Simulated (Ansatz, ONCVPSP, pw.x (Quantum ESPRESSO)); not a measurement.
**Equation-of-state test of one ONCV potential (beryllium (Be))**

ONCVPSP 4.0.1.1 (patched build) input, shortened (lines: element, Z, core and valence counts, functional; n l f; lmax; l rc ep ncon nbas qcut; lloc lpopt rc5 dvloc0; l nproj debl; icmod fcfact rcfact), PBE, scalar-relativistic:

```
  Be 4.00    1    1        4      upf
    1    0    2.00
    2    0    1.00
    2
    0    1.65    0.00    4    9    3.30
    1    1.45    0.09    5    9    5.80
    2    1.45    0.38    4    7    7.30
    4    5    1.40    0.00
    0    2    3.30
    1    1    1.10
    2    2    2.30
    3    2.25    1.05
```

In the p channel the program set the typed energies aside and used 0.050 Ha.

Atomic tests: cutoffs needed: 6.4 Ha and 48 Ha (the cutoffs (Ha) at which the residual kinetic energy of the hardest occupied pseudo-wave falls to 1 and 0.1 mHa per electron) The cutoffs count occupied waves only; projector 2 of the s channel, the hardest unoccupied one, needs 30 Ha at the loose tolerance.; ghost test: no bound ghost flagged; no localised positive-energy state flagged; configuration tests: 1 of 4 tests not solved or not reliable.

Crystal test: fcc Be in pw.x 7.5, no spin, 18³ k-points, Fermi–Dirac smearing 0.01 Ry, cutoffs 115/460 Ry. The reference is all-electron LAPW (Ansatz 0.2.0) with the same functional, mesh and smearing; V0 and B0 come from Birch–Murnaghan fits to the pressures at five volumes. Errors are pseudo minus all-electron; Δ is the rms difference of the E(V) curves that follow from these fits, minima aligned, over ±6 % about the mean V0. Mesh and smearing are coarse, so the numbers serve the comparison and aren't converged zero-temperature values; the lattice is a test structure that the element need not adopt.

```csv
V (Å³/atom),P all-electron (GPa),P pseudo (GPa)
7.518,6.22,2.72
7.716,2.75,-0.48
7.914,-0.36,-3.35
8.112,-3.15,-5.91
8.310,-5.65,-8.20
```

All-electron: a0 = 3.160 Å (V0 = 7.89 Å³/atom), B0 = 119.0 GPa.

Pseudopotential: mean pressure error (GPa): -3.01; a0 (Å): 3.133; a0 error (%): -0.87; B0 error (%): +0.6; Δ (meV/atom): 5.4. This is a poor potential for the solid. Atomic configuration tests: 1 of 4 tests not solved or not reliable.

Question: At the middle volume, how do free energy and pressure move when the wave cutoff is lowered (ecutrho kept at four times it)?

Answer:

```csv
cutoff (Ry),shift of F (meV/atom),shift of P (GPa)
52,+7.4,+0.02
69,+3.9,+0.02
92,+1.5,+0.04
```

The run at the middle volume (195 k-points, 5 iterations) took about 31 s on one core of a shared host (Neoverse-N1, 64 threads, 124 GiB, load 53).
